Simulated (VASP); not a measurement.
# MoTe₂: optical spectrum of independent particles, by functional

MoTe₂, P6_3/mmc (no. 194), 6 atoms in the cell.

| Functional | ε at zero frequency, electronic | Mean energy of the absorption, weighted by Im ε (eV) | Direct gap on the mesh (eV) | Time (s) |
|---|---|---|---|---|
| PBE | 18.67 | 4.78 | 1.21 | 30 |
| LDA | 19.00 | 4.74 | 1.20 | 23 |
| PBEsol | 18.89 | 4.76 | 1.21 | 30 |
| r2SCAN | 16.81 | 5.06 | 1.30 | 192 |
| SCAN | 17.21 | 5.00 | 1.31 | 199 |

Limits: The 8×8×2 mesh is coarse for a spectrum: peaks stand apart that a denser mesh merges, and ε at zero frequency can be far too high; spin-orbit coupling is left out, which can matter with atoms this heavy; the pull between electron and hole is left out; the onset follows the functional's gap, which semilocal functionals usually make too small; ε is the mean of a tensor that differs by direction.

## Input of the first row

INCAR:
```
PREC = Accurate
ENCUT = 290
ISMEAR = 0
SIGMA = 0.02
EDIFF = 1E-7
LASPH = True
KPAR = 4
LWAVE = True
LCHARG = False
LOPTICS = True
ALGO = Normal
NBANDS = 58
NEDOS = 2000
CSHIFT = 0.1
GGA = PE
```

KPOINTS:
```
k-points
0
Gamma
  8 8 2
```

POSCAR:
```
Te2Mo
1.0
    3.5182000000      0.0000000000      0.0000000000
   -1.7591000000      3.0468505756      0.0000000000
    0.0000000000      0.0000000000     13.9736000000
Te Mo
4 2
Direct
    0.6666666667      0.3333333333      0.3790000000
    0.3333333333      0.6666666667      0.8790000000
    0.6666666667      0.3333333333      0.1210000000
    0.3333333333      0.6666666667      0.6210000000
    0.6666666667      0.3333333333      0.7500000000
    0.3333333333      0.6666666667      0.2500000000
```

Commands:
```
cat potpaw_PBE.64/Te/POTCAR potpaw_PBE.64/Mo_sv/POTCAR > POTCAR
mpirun -np 4 vasp_std > vasp.out
```

Changes of the last row against the first:
```
- GGA = PE
+ METAGGA = SCAN
+ LMIXTAU = True
```

VASP 6.6.1 took 30 s on 4 cores (Intel Xeon 6975P-C (Granite Rapids)), a shared host.
